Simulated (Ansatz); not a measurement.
# SiO2 with one Si vacancy: vacancy hop, part 2 of 2

Wanted: the energy profile along the vacancy hop, from relaxed end points and a band of images. Host space group P4_2/mnm.

Ansatz 0.2.0; DFT PBE+D3(BJ), plane waves, PAW, scalar-relativistic, no spin polarisation. Earlier steps stand in the parts before.

## (6) Nudged elastic band

crystal.atoms is end A as relaxed above, and neb.final_atoms is end B. With 5 inner images the band has 7 in all.

File input.yaml:

```yaml
crystal:
  lattice:
    - [-4.179, -4.179, 0.0]
    - [4.179, -4.179, 0.0]
    - [0.0, 0.0, 5.3298]
  atoms:
    - { symbol: Si, position: [0.50068258, 0.49942335, 0.00128191] }
    - { symbol: O, position: [0.20712701, 0.49947369, -0.0169629] }
    - { symbol: O, position: [0.0008148, 0.18451735, 0.24951256] }
    - { symbol: O, position: [0.79425345, 0.49947134, -0.01719841] }
    - { symbol: O, position: [0.00082665, 0.81437873, 0.24950506] }
    - { symbol: Si, position: [0.50101671, 0.49942079, 0.497745] }
    - { symbol: Si, position: [0.00075413, 0.49946455, 0.7495401] }
    - { symbol: O, position: [0.20736532, 0.49947152, 0.51628914] }
    - { symbol: O, position: [0.00076927, 0.19315684, 0.74952135] }
    - { symbol: O, position: [0.79454694, 0.49947394, 0.51591355] }
    - { symbol: O, position: [0.00078952, 0.80575691, 0.74952273] }
    - { symbol: Si, position: [0.00084131, -0.00054076, -0.00065833] }
    - { symbol: Si, position: [0.50081262, -0.00057277, 0.24957973] }
    - { symbol: O, position: [0.6943965, -0.00055279, -0.00182804] }
    - { symbol: O, position: [0.50082524, 0.69528261, 0.24953028] }
    - { symbol: O, position: [0.30723861, -0.00056238, -0.00179807] }
    - { symbol: O, position: [0.50080007, 0.30358225, 0.24952854] }
    - { symbol: Si, position: [0.0007891, -0.00054855, 0.49969271] }
    - { symbol: Si, position: [0.50078753, -0.00053221, 0.74953934] }
    - { symbol: O, position: [0.69439907, -0.00054953, 0.50092064] }
    - { symbol: O, position: [0.50081614, 0.69849824, 0.74950509] }
    - { symbol: O, position: [0.30718498, -0.00057465, 0.50092721] }
    - { symbol: O, position: [0.50079738, 0.30036623, 0.7495053] }
basis:
  ecutwfc: 420.0
kpoints:
  mp_grid: { grid: [2, 2, 3] }
hamiltonian:
  xc: pbe
  dispersion: d3bj
  pseudopotentials: { kind: paw, azcp: { folder: soft_1 } }
scf:
  occupations: { method: gaussian, width: 0.02 }
  lower_state_search: "off"
neb:
  images: 5
  f_tol: 0.05
  initial_path: linear
  max_iterations: 80
  final_atoms:
    - { symbol: Si, position: [0.5, 0.5, -0.00178324] }
    - { symbol: O, position: [0.20649739, 0.5, 0.01637583] }
    - { symbol: O, position: [0.0, 0.19368842, 0.25] }
    - { symbol: O, position: [0.79350261, 0.5, 0.01637583] }
    - { symbol: O, position: [0.0, 0.80631158, 0.25] }
    - { symbol: Si, position: [0.5, 0.5, 0.50178324] }
    - { symbol: Si, position: [0.0, 0.5, 1.25] }
    - { symbol: O, position: [0.20649739, 0.5, 0.48362417] }
    - { symbol: O, position: [0.0, 0.18494185, 0.75] }
    - { symbol: O, position: [0.79350261, 0.5, 0.48362417] }
    - { symbol: O, position: [0.0, 0.81505815, 0.75] }
    - { symbol: Si, position: [0.0, 0.0, 0.00019846] }
    - { symbol: Si, position: [0.5, 0.0, 0.25] }
    - { symbol: O, position: [0.69360673, 0.0, 0.00138353] }
    - { symbol: O, position: [0.5, 0.69903008, 0.25] }
    - { symbol: O, position: [0.30639327, 0.0, 0.00138353] }
    - { symbol: O, position: [0.5, 0.30096992, 0.25] }
    - { symbol: Si, position: [0.0, 0.0, 0.49980154] }
    - { symbol: Si, position: [0.5, 0.0, 0.75] }
    - { symbol: O, position: [0.69360673, 0.0, 0.49861647] }
    - { symbol: O, position: [0.5, 0.69593258, 0.75] }
    - { symbol: O, position: [0.30639327, 0.0, 0.49861647] }
    - { symbol: O, position: [0.5, 0.30406742, 0.75] }
  order_check: true
```

Run with:

```
ansatz run input.yaml --threads 2 --pin off --max-ram 5120MiB --backend cpu --events-out ev --progress --plain --runs-dir out
```

What it wrote (excerpt; [...] marks lines left out):

```text
Warning: neb: disabling space-group detection — the band's intermediate images generally break the endpoint symmetry, so no spatial operation reduces the k-mesh or symmetrises the density, except that a semilocal band can use its path's symmetry ahead of convergence; time reversal is [...]
Warning: between the path's two end points as given, atom 6 moves 2.667 Å, but a periodic copy of its final position lies 2.662 Å from its initial position (atoms with a nearer copy: 1). The path is placed between the positions as given. If the final geometry was wrapped back into the [...]
Warning: RAYON_NUM_THREADS=2 ignored (pool sized by the plan → 2); use --threads N
[...]
Pseudopotentials: kind: paw
Pseudopotential: Si, paw, valence charge 4, recommended cutoff 420 eV (normal), <dir>
Pseudopotential: O, paw, valence charge 6, recommended cutoff 420 eV (normal), <dir>
Functional definition: PBE
[...]
parallel-image band execution: 2 concurrent image workers
NEB image 0
Crystal: 23 atoms, lattice volume = 186.160 Å³
Basis set: ecut = 420 eV, 3653 PW (Γ), exchange–correlation on 80×80×72 points (8 copies of the dense FFT grid, shifted against one another)
Bands: 85, of which v1, the nominal top of the filled ones, is band 62 counted from 1 (61 counted from 0)
Symmetry: 1 space group operations
k-points: 8 of 12 (time reversal used)
[...]
SCF iter   1: F=—  HF=-13549.811649 eV  |F-HF|=—  |Δ(HF+E_count)|=         —  Δρ=1.37e-1  dr2=2.76e1  ethr=3.10e-3  ⟨swp⟩=7.0  Hψ=3247  notcnv=0  defer=60
[...]
NSCF: frozen V_eff on 8 k-points
NEB image 6
[...]
SCF iter  11: F=-13543.071107 eV  HF=-13543.071107 eV  |F-HF|=1.11e-8  |Δ(HF+E_count)|=   6.46e-9  Δρ=8.97e-6  dr2=5.94e-8  ethr=8.06e-11  ⟨swp⟩=3.9  Hψ=2482  notcnv=0
[...]
NSCF: frozen V_eff on 8 k-points
[...]
NEB end point (image 0): max|allowed force component| = 6.821e-3 eV/Å (the criterion of neb.relax_end_points is 1.000e-2)
NEB end point (image 6): max|allowed force component| = 1.265e-2 eV/Å (the criterion of neb.relax_end_points is 1.000e-2)
NEB image 1
[...]
NEB image 2
[...]
NEB image 3
[...]
NEB image 4
[...]
NEB image 5
[...]
NEB iter   1: max|band force component| = 2.797e1 eV/Å  barrier→ = 14.2368 eV  barrier← = 14.2368 eV  Δτ_max = 0.1269 Å  (85 SCF iters)
NEB image 1
[...]
NEB image 2
[...]
NEB image 3
[...]
NEB image 4
```

## (7) The log goes on: band between the two ends

The log, continued (excerpt; [...] marks lines left out):

```text
[...]
NEB image 5
[...]
NEB iter   2: max|band force component| = 9.297e0 eV/Å  barrier→ = 7.7535 eV  barrier← = 7.7534 eV  Δτ_max = 0.0658 Å  (45 SCF iters)
[...]
NEB iter   7: max|band force component| = 1.823e-1 eV/Å  barrier→ = 6.3482 eV  barrier← = 6.3482 eV  CI = image 3  Δτ_max = 0.0052 Å  (34 SCF iters)
[...]
NEB iter  12: max|band force component| = 2.392e0 eV/Å  barrier→ = 6.0294 eV  barrier← = 6.0294 eV  CI = image 3  Δτ_max = 0.0586 Å  (46 SCF iters)
[...]
NEB iter  17: max|band force component| = 2.351e0 eV/Å  barrier→ = 4.0740 eV  barrier← = 4.0740 eV  CI = image 3  Δτ_max = 0.0819 Å  (47 SCF iters)
[...]
NEB iter  21: max|band force component| = 1.313e0 eV/Å  barrier→ = 3.7521 eV  barrier← = 3.7520 eV  CI = image 4  Δτ_max = 0.0552 Å  (44 SCF iters)
[...]
    - { symbol: Si, position: [0.5001667540622043, -0.005370634235925459, 0.25342795468378193] }
    - { symbol: O, position: [0.6933308884542547, 0.00024371107951359772, 0.0036212267032924386] }
    - { symbol: O, position: [0.5000248473439199, 0.6922467256997296, 0.24562371890382076] }
    - { symbol: O, position: [0.3070287153824337, 0.00027855815461649835, 0.0034092097400151193] }
    - { symbol: O, position: [0.5001148569784575, 0.29342357705687927, 0.25432353711272476] }
    - { symbol: Si, position: [0.0002451891917070418, 0.0021765824008566316, 0.5104476999852751] }
    - { symbol: Si, position: [0.500275862078044, -0.00573479565027793, 0.7511363228733989] }
    - { symbol: O, position: [0.6956033948461433, -0.012666355204304314, 0.502550361360335] }
    - { symbol: O, position: [0.5004606206059672, 0.6906189021397546, 0.7507520294917833] }
    - { symbol: O, position: [0.3048448834942399, -0.01264402225481906, 0.5026621504772399] }
    - { symbol: O, position: [0.5005068384593034, 0.2926865809716663, 0.74343214742728] }
```

It took 18 min on 2 threads of Arm Neoverse V2, shared host; peak memory 1.2 GiB.

## (8) The band, image by image

Images 0 and 6 are the ends. Energies count from image 0; the path length is the program's own measure over all atoms.

```
image  path (Å)  energy (eV)  Si7–O11 (Å)  Si7–O9 (Å)  O3–Si7 (Å)  O5–Si7 (Å)    Si7 x y z (Å)  band force (eV/Å)
    0     0.000       0.0000         1.81        1.81        3.25        3.25  2.08 -2.09 3.99                  -
    1     0.547       1.4067         1.68        2.04        3.07        2.77  2.24 -2.24 4.39              0.032
    2     1.095       3.6768         1.60        2.45        2.95        2.18  2.43 -2.43 4.84              0.031
    3     1.642       3.1779         1.66        2.88        2.89        1.66  2.59 -2.59 5.31              0.035
   4*     2.188       3.7147         2.05        2.95        2.52        1.60  2.45 -2.46 5.77              0.014
    5     2.773       1.5819         2.71        3.06        2.07        1.67  2.25 -2.26 6.25              0.023
    6     3.356       0.0000         3.25        3.25        1.81        1.81  2.09 -2.09 6.66                  -
```

The star marks the climbing image.

image, energy (eV) and a bar:
```
        0      0.000 
        1      1.407 ###########
        2      3.677 ##############################
        3      3.178 ##########################
        4      3.715 ##############################
        5      1.582 #############
        6      0.000
```

The top of the band by iteration:

```
iteration  highest image above image 0 (eV)  largest band force (eV/Å)
        1                           14.2368                     27.973
        4                            6.3654                      0.756
        7                            6.3482                      0.182
       10                            6.1818                      1.919
       13                            5.8194                      3.289
       16                            4.4589                      2.253
       19                            3.7778                      1.658
       22                            3.7348                      1.096
       25                            3.7168                      0.273
       28                            3.7149                      0.087
       30                            3.7147                      0.035
```

The band as a trajectory file:

```xyz
23
Lattice="-4.179 -4.179 0.000 4.179 -4.179 0.000 0.000 0.000 5.330" Properties=species:S:1:pos:R:3 pbc="T T T" image=0 dE=0.0000
Si   -0.005   -4.179    0.007
O     1.222   -2.953   -0.090
O     0.768   -0.775    1.330
O    -1.232   -5.406   -0.092
O     3.400   -3.407    1.330
Si   -0.007   -4.181    2.653
Si    2.084   -2.090    3.995
O     1.221   -2.954    2.752
O     0.804   -0.810    3.995
O    -1.233   -5.408    2.750
O     3.364   -3.371    3.995
Si   -0.006   -0.001   -0.004
Si   -2.095   -2.091    1.330
O    -2.904   -2.900   -0.010
O     0.813   -4.999    1.330
O    -1.286   -1.282   -0.010
O    -0.824   -3.362    1.330
Si   -0.006   -0.001    2.663
Si   -2.095   -2.091    3.995
O    -2.904   -2.900    2.670
O     0.826   -5.012    3.995
O    -1.286   -1.281    2.670
O    -0.838   -3.348    3.995
23
Lattice="-4.179 -4.179 0.000 4.179 -4.179 0.000 0.000 0.000 5.330" Properties=species:S:1:pos:R:3 pbc="T T T" image=1 dE=1.4067
Si   -0.044   -4.139    0.002
O     1.134   -2.932    0.024
O     0.807   -0.815    1.362
O    -1.253   -5.316    0.031
O     3.421   -3.428    1.269
Si   -0.031   -4.156    2.640
Si    2.244   -2.243    4.386
O     1.237   -2.962    2.782
O     0.829   -0.835    3.964
O    -1.224   -5.424    2.788
O     3.400   -3.407    4.027
Si    0.092   -0.099   -0.008
Si   -2.118   -2.066    1.313
O    -2.901   -2.898   -0.029
O     0.793   -4.977    1.315
O    -1.287   -1.284   -0.029
O    -0.859   -3.324    1.345
Si    0.008   -0.014    2.635
Si   -2.116   -2.069    3.969
O    -2.947   -2.864    2.649
O     0.800   -4.986    3.991
O    -1.321   -1.238    2.649
O    -0.862   -3.323    3.957
23
Lattice="-4.179 -4.179 0.000 4.179 -4.179 0.000 0.000 0.000 5.330" Properties=species:S:1:pos:R:3 pbc="T T T" image=2 dE=3.6768
Si   -0.052   -4.130    0.007
O     1.064   -2.919    0.043
O     0.821   -0.827    1.390
O    -1.266   -5.244    0.052
O     3.390   -3.394    1.216
Si   -0.040   -4.145    2.647
Si    2.427   -2.427    4.840
O     1.202   -2.971    2.728
O     0.813   -0.817    3.941
O    -1.214   -5.386    2.733
O     3.398   -3.404    4.025
Si    0.142   -0.148    0.008
Si   -2.119   -2.064    1.327
O    -2.903   -2.898   -0.016
O     0.793   -4.975    1.318
O    -1.286   -1.282   -0.017
O    -0.872   -3.310    1.355
Si    0.008   -0.013    2.624
Si   -2.118   -2.066    3.978
O    -2.961   -2.854    2.655
O     0.795   -4.981    4.010
O    -1.330   -1.223    2.656
O    -0.868   -3.316    3.966
23
Lattice="-4.179 -4.179 0.000 4.179 -4.179 0.000 0.000 0.000 5.330" Properties=species:S:1:pos:R:3 pbc="T T T" image=3 dE=3.1779
Si   -0.063   -4.119    0.003
O     1.055   -2.897   -0.004
O     0.811   -0.815    1.413
O    -1.285   -5.237    0.000
O     3.371   -3.375    1.221
Si   -0.048   -4.135    2.667
Si    2.587   -2.590    5.314
O     1.184   -2.969    2.674
O     0.810   -0.813    3.914
O    -1.213   -5.366    2.675
O     3.372   -3.375    4.087
Si    0.199   -0.202    0.000
Si   -2.123   -2.059    1.337
O    -2.902   -2.897   -0.001
O     0.787   -4.969    1.321
O    -1.285   -1.281   -0.002
O    -0.876   -3.305    1.364
Si   -0.001   -0.002    2.661
Si   -2.123   -2.060    3.990
O    -2.978   -2.840    2.663
O     0.787   -4.971    4.011
O    -1.342   -1.205    2.663
O    -0.878   -3.305    3.968
23
Lattice="-4.179 -4.179 0.000 4.179 -4.179 0.000 0.000 0.000 5.330" Properties=species:S:1:pos:R:3 pbc="T T T" image=4 dE=3.7147
Si   -0.051   -4.133   -0.021
O     1.057   -2.913   -0.056
O     0.809   -0.811    1.396
O    -1.271   -5.240   -0.042
O     3.398   -3.399    1.334
Si   -0.033   -4.146    2.669
Si    2.454   -2.462    5.766
O     1.201   -2.969    2.557
O     0.819   -0.819    3.947
O    -1.211   -5.381    2.573
O     3.370   -3.371    4.175
Si    0.145   -0.146   -0.004
Si   -2.113   -2.068    1.351
O    -2.896   -2.898    0.019
O     0.803   -4.983    1.309
O    -1.282   -1.284    0.018
O    -0.864   -3.316    1.355
Si    0.008   -0.010    2.721
Si   -2.115   -2.067    4.003
O    -2.960   -2.854    2.678
O     0.795   -4.978    4.001
O    -1.327   -1.221    2.679
O    -0.868   -3.315    3.962
23
Lattice="-4.179 -4.179 0.000 4.179 -4.179 0.000 0.000 0.000 5.330" Properties=species:S:1:pos:R:3 pbc="T T T" image=5 dE=1.5819
Si   -0.041   -4.142   -0.012
O     1.131   -2.930   -0.043
O     0.830   -0.831    1.374
O    -1.253   -5.312   -0.030
O     3.406   -3.405    1.317
Si   -0.024   -4.155    2.679
Si    2.253   -2.263    6.246
O     1.240   -2.960    2.515
O     0.810   -0.809    3.975
O    -1.220   -5.418    2.528
O     3.417   -3.416    4.089
Si    0.099   -0.099    0.016
Si   -2.110   -2.069    1.362
O    -2.894   -2.898    0.031
O     0.807   -4.986    1.329
O    -1.281   -1.285    0.030
O    -0.857   -3.322    1.365
Si    0.009   -0.010    2.709
Si   -2.112   -2.068    4.017
O    -2.944   -2.863    2.684
O     0.796   -4.978    4.007
O    -1.317   -1.235    2.684
O    -0.855   -3.326    3.974
23
Lattice="-4.179 -4.179 0.000 4.179 -4.179 0.000 0.000 0.000 5.330" Properties=species:S:1:pos:R:3 pbc="T T T" image=6 dE=0.0000
Si    0.000   -4.179   -0.010
O     1.227   -2.952    0.087
O     0.809   -0.809    1.332
O    -1.227   -5.406    0.087
O     3.370   -3.370    1.332
Si    0.000   -4.179    2.674
Si    2.090   -2.089    6.662
O     1.227   -2.952    2.578
O     0.773   -0.773    3.997
O    -1.227   -5.406    2.578
O     3.406   -3.406    3.997
Si    0.000    0.000    0.001
Si   -2.090   -2.090    1.332
O    -2.899   -2.899    0.007
O     0.832   -5.011    1.332
O    -1.280   -1.280    0.007
O    -0.832   -3.347    1.332
Si    0.000    0.000    2.664
Si   -2.090   -2.090    3.997
O    -2.899   -2.899    2.658
O     0.819   -4.998    3.997
O    -1.280   -1.280    2.658
O    -0.819   -3.360    3.997
```

## (9) Outcome

The summary covers parts 1 to 2.

| quantity | value |
| --- | --- |
| end A | 4 moves, 0.977 eV lower |
| end B | 4 moves, 0.503 eV lower |
| barrier forwards | 3.71 eV |
| barrier backwards | 3.71 eV |
| second end relative to first | 0.000 eV |
| highest image | 4 of 0 to 6, climbing |
| band iterations | 30 |
| lowest curvatures at the top | -12.94 and 0.95 eV/Å² |

What this shows: The top lies 3.71 eV above the first end, or 144 kT at room temperature. The two ends lie within 1 meV of each other. Image 3 sits in a dip between two rises: the path passes through another minimum, and each half would need a band of its own. One curvature at the top is negative and the next is not: a first-order saddle point. The value is not shown to be converged in cell size (23 atoms) or k-mesh.
